Q: This table follows the electrostatic potential through a thin film of lead sulfide and out into the vacuum on both sides. What sizes should I keep in mind when I read such a curve?

A: Three are worth remembering. The vacuum lies about 4 eV above the zero of the curve. At the edge of the film the potential plunges by about 10 eV within 2 Å, and inside it ripples by roughly 5 to 6 eV between an atomic plane and the gap beside it. The film has five planes parallel to its (110) surface, and each value is an average over a sheet at the stated height.

Ansatz 0.2.0, scalar-relativistic PBEsol with plane waves and PAW, without spin polarization, for a relaxed five-plane PbS(110) film. The potential is the smooth electrostatic part, averaged over planes parallel to the surface. Wave cutoff 420 eV, k mesh 8×6×1, Gaussian smearing of 0.05 eV, 15 Å of vacuum with dipole correction.

```tsv
height (Å)	potential energy of an electron from the Fermi level (valence top where gapped) (eV)
2.63	4.300
3.21	4.290
3.79	4.290
4.38	4.290
4.96	4.270
5.54	4.180
6.13	3.700
6.71	1.010
7.30	-5.920
7.88	-6.600
8.46	-2.010
9.05	-5.720
9.63	-6.910
10.21	-2.110
10.80	-0.430
11.38	-6.320
11.97	-6.320
12.55	-0.430
13.13	-2.110
13.72	-6.910
14.30	-5.720
14.88	-2.010
15.47	-6.600
16.05	-5.920
16.64	1.010
17.22	3.700
17.80	4.180
18.39	4.270
18.97	4.290
19.55	4.290
20.14	4.290
20.72	4.300
```

Q: The column head allows two zeros, the Fermi level or the top of the valence band. Which one applies?

A: The Fermi level, because in this calculation the film has no gap. Filled and empty bands overlap by about 0.015 eV, which is less than the smearing of the occupations. That is no evidence of a metallic surface. Bulk PbS is a semiconductor, and the functional tends to make gaps too small. Spin-orbit coupling was left out as well; in bulk PbS it narrows the gap, but what it would do to this film was not computed. With the zero at the Fermi level, the plateau of 4.3 eV is the work function of this computed film, and a doped film would have its Fermi level elsewhere.

Q: Why is the potential so flat outside? Lead sulfide is full of charged ions.

A: Each plane holds as many lead as sulfur atoms, so the charges cancel within the plane. The calculation bears this out: sharing the valence electrons among the atoms gives between 19.9 and 20 per plane and surface cell, close to the 20 of a neutral pair. Once you average along the plane, the alternation of plus and minus is gone. What remains is a neutral sheet, and a neutral sheet has no field beyond the reach of its own charge.

Q: Then what bends the curve just outside the film, where there are no nuclei?

A: The electrons that spill out. Let $V$ be the potential energy in the table, $z$ the distance counted outwards, and $N(z)$ the number of electrons beyond $z$ on an area $A$ of surface. Gauss's law then gives the slope:

$$\frac{dV}{dz}=\frac{e^2}{\varepsilon_0}\,\frac{N(z)}{A}.$$

Here $e$ is the elementary charge and $\varepsilon_0$ the permittivity of empty space.

As you move outwards, fewer electrons remain beyond you, so the slope dies away and the curve bends over into the plateau.

Q: How much charge does that take?

A: Take the rows at 5.54 and 6.13 Å. The potential changes from 4.18 to 3.70 eV between them, which is a slope of $0.48/0.59\approx0.8$ eV/Å.

Dividing by the constant $e^2/\varepsilon_0$ and multiplying by the area of the surface cell, about 25 Å$^2$, gives 0.11 electrons. They lie more than 1.8 Å outside the outermost plane. About half a percent of one plane's valence electrons is therefore enough to tilt the potential by nearly 1 eV per ångström.

Q: And why does the bending fade so quickly?

A: Because the electron density falls off almost exponentially. Measured down from the plateau, the potential drop shrinks by a factor of about 5 from the row at 6.13 Å to the next one out. An electron bound by just the work function, with no motion along the surface, would give a factor of 3.5.

The faster fall is reasonable so close to the atoms. Most electrons there are bound more deeply than those at the Fermi level, and many also move along the surface, which leaves less energy for motion outwards. Both make a wave function decay faster. This is an argument from theory; the curve does not separate the two effects.

Q: Inside the film I get lost. The lowest values in the wells are −6.60, −6.91 and −6.32 eV. Does the second plane attract electrons most strongly?

A: You cannot conclude that, because the rows do not fall on the planes. The row at 9.63 Å is only 0.14 Å from its plane and shows the deepest value. The rows at 7.88 and 11.38 Å are 0.26 and 0.29 Å away from theirs, and they follow in that order. The closer the row is to its plane, the deeper the reading, so the unequal depths are at least partly an effect of where the curve was read.

Q: Is that also why there are two minima in the middle?

A: Yes. The central plane lies at 11.67 Å, halfway between two rows, and these read the two flanks of a single well. They agree because the film is symmetric about that plane.

The depth itself also needs care. The calculation replaces the steep potential near each nucleus by a smooth one, so the well bottoms are far shallower than in a real atom. Depths of this kind should not be compared with measured binding energies.

Q: The gaps between the planes look more serious. The potential reaches −0.43 eV at 10.80 Å but only −2.01 eV at 8.46 Å.

A: That difference is real, and it comes from the spacing. The outermost plane lies 1.87 Å from the second, while the second lies 2.18 Å from the central one. In each gap the wells of both neighbours overlap, and their drops add. When the planes are closer, each contributes more of its flank, so the barrier between them sinks.

Q: Is there a simpler system that behaves like this?

A: Think of the two protons in the ion H$_2^+$. Halfway between them an electron feels the attraction of both, and the potential there sinks as they approach. The likeness ends with the range. A bare proton attracts over long distances, whereas the well of a neutral plane has almost vanished 2 Å away, so a few tenths of an ångström in the spacing matter a great deal.

Q: Can you calculate the barriers from other rows of the table, so that the explanation is put to a test?

A: Yes, by using the edge of the film as a template. On the vacuum side the outermost plane has no neighbour, so the curve there shows nearly the profile of a single plane. Let $D(d)$ be the drop below the plateau at a distance $d$ from a plane. Four rows, from 5.54 to 7.30 Å, supply $D$, and for other distances I interpolate its logarithm linearly in $d^2$, which suits a well that is the same on both sides.

I then place a copy of this profile on each plane and add the drops:

$$V(z)\approx W-\sum_i D(|z-z_i|),$$

where $W$ is the work function and $z_i$ are the heights of the planes. No constant is adjusted to the rows inside the film.

Q: Please work out the row at 10.80 Å.

A: It lies 0.87 Å from the central plane and 1.31 Å from the second. For the larger distance, the template offers 3.3 eV at 0.91 Å and 0.6 eV at 1.49 Å. Interpolation gives

$$\ln D(1.31)=\ln 3.3+\frac{1.31^2-0.91^2}{1.49^2-0.91^2}\,(\ln 0.6-\ln 3.3)\approx 0.1,$$

with $D$ in eV and distances in Å, so $D\approx1.1$ eV.

The same procedure gives 3.7 eV for the nearer plane. The potential should then be $4.3-3.7-1.1=-0.5$ eV, and the table has −0.43 eV. This row was not used for the template, so the agreement is a test of the idea that the wells simply add.

Q: And the lower barrier?

A: At 8.46 Å the two planes are 0.84 and 1.03 Å away, and they contribute 4.0 and 2.5 eV. The sum puts the potential at −2.2 eV, against −2.01 eV in the table. With the nearest plane alone it would be slightly above zero. So the well of the other plane beside the gap is an essential part of the answer.

Q: Yet the row at 10.21 Å has −2.11 eV, almost the same as that lower barrier. It lies in the wide gap. Doesn't it spoil the rule?

A: It isn't at the top of a barrier. The middle of the wide gap is at about 10.6 Å, and this row is only 0.7 Å from the second plane, on the side of its well. Even the row at 10.80 Å is some 0.2 Å past the middle, so the true top of that barrier is probably somewhat higher than the table shows. The row at 8.46 Å sits closer to the middle of its own gap.

Q: Where does the template fail?

A: Its worst row lies almost on a plane, although not every row close to a plane is poor. Over the seven rows from 7.88 to 11.38 Å the typical error is 0.4 eV, on a curve that varies there by more than 6 eV. The largest error, 0.7 eV too deep, occurs at 9.63 Å. That row is nearer to its plane than any row of the template, so the profile had to be continued inwards, and the smoothed well of the calculation has a flatter bottom than this continuation.

Q: Since one profile serves all planes, may I say that the surface plane is the same as the one in the centre?

A: Only on a scale of some tenths of an eV. Part of the agreement is built in, because the calculation gives every lead atom the same smoothed core, and likewise every sulfur atom. What could have spoiled the sum is a large shift of electrons from one plane to another, or from one side of a plane to the other, and the inner rows show no need for one. A smaller shift would be hidden by the errors of the interpolation, and a transfer between lead and sulfur in the same plane would largely cancel in the average.

Q: Can I at least take the middle of the film as a piece of bulk PbS?

A: For the ripple, no. In an undistorted crystal with the same in-plane lattice the planes would be $5.90/(2\sqrt2)\approx2.09$ Å apart. Here the outer gap is narrower than that and the inner gap is wider. By the rule of overlapping wells, one barrier is therefore too low and the other too high for the bulk. If you want to line up the bands of bulk PbS with the vacuum, you need a thicker film whose inner planes have recovered the bulk spacing.

Q: What should I check before I use the same reasoning on another surface?

A: Check first that each plane is neutral. Cut the same crystal at right angles to a body diagonal of its cubic cell, and planes of lead alternate with planes of sulfur. Each is charged, its field reaches far beyond its own electrons, and separate short wells no longer describe the curve. For neutral planes, look at the spacings next: where relaxation has drawn two planes together, the barrier between them will be low.
